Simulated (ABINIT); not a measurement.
Runs of ABINIT 10.8.3 (patched build) on HgTe (Coloradoite). The structure is cubic, space group F-43m (No. 216). Conventional cell: a = 6.429 Å, b = 6.429 Å, c = 6.429 Å, α = 90.00°, β = 90.00°, γ = 90.00°. Hg (site symmetry -43m) has 4 Te at 2.78 Å as nearest neighbours. Te (site symmetry -43m) is surrounded by 4 Hg at 2.78 Å. 

| task | level | potentials or basis | k mesh | cutoff (eV) | fine-grid cutoff | gap on the mesh (eV) | pressure (GPa) | V0 of scaled cells (Å³/atom) | B0 (GPa) |
| --- | --- | --- | --- | --- | --- | --- | --- | --- | --- |
| equation of state | LDA-Teter | JTH PAW LDA v2.0 | 7 × 7 × 7 | 544 | 1088.46 eV | - | - | (c) | 48 |
| equation of state | LDA-PZ | JTH PAW LDA v2.0 | 7 × 7 × 7 | 544 | 1088.46 eV | - | - | (b) | 48 |
| equation of state | PBEsol | JTH PAW PBE v2.0 | 7 × 7 × 7 | 408 | 816.342 eV | - | - | 34.77 | 41 |
| equation of state | WC | JTH PAW PBE v2.0 | 7 × 7 × 7 | 544 | 1088.46 eV | - | - | 34.82 | 42 |
| equation of state | revPBE+D3(BJ) | JTH PAW PBE v2.0 | 7 × 7 × 7 | 544 | 1088.46 eV | - | - | 34.75 | 41 |
| equation of state | revPBE+D3 | JTH PAW PBE v2.0 | 7 × 7 × 7 | 544 | 1088.46 eV | - | - | (a) | 38 |
| single point | PBEsol | JTH PAW PBE v2.0 | 6 × 6 × 6 | 544 | 1088.46 eV | none | 2.1 | - | - |
| single point | PBEsol | JTH PAW PBE v2.0 | 9 × 9 × 9 | 544 | 1088.46 eV | none | 2.0 | - | - |

Alike in all rows: no spin polarisation; cell as given; smearing fermi-dirac 0.05 eV.

Question: Fill in the values left out.

Answer: (a) 34.96; (b) 33.52; (c) 33.55.

Caveats: pressures at fixed basis lie under the slope of the energies (some runs); the PAW data sets were made with another functional, which shifts forces and pressure a little (some runs).

A k mesh can miss the band edges, and the runs leave out spin-orbit coupling on Hg, Te.

A gap of «none» marks a metal or a gap under the smearing width.

Runs at the PBE level aren't shown here.
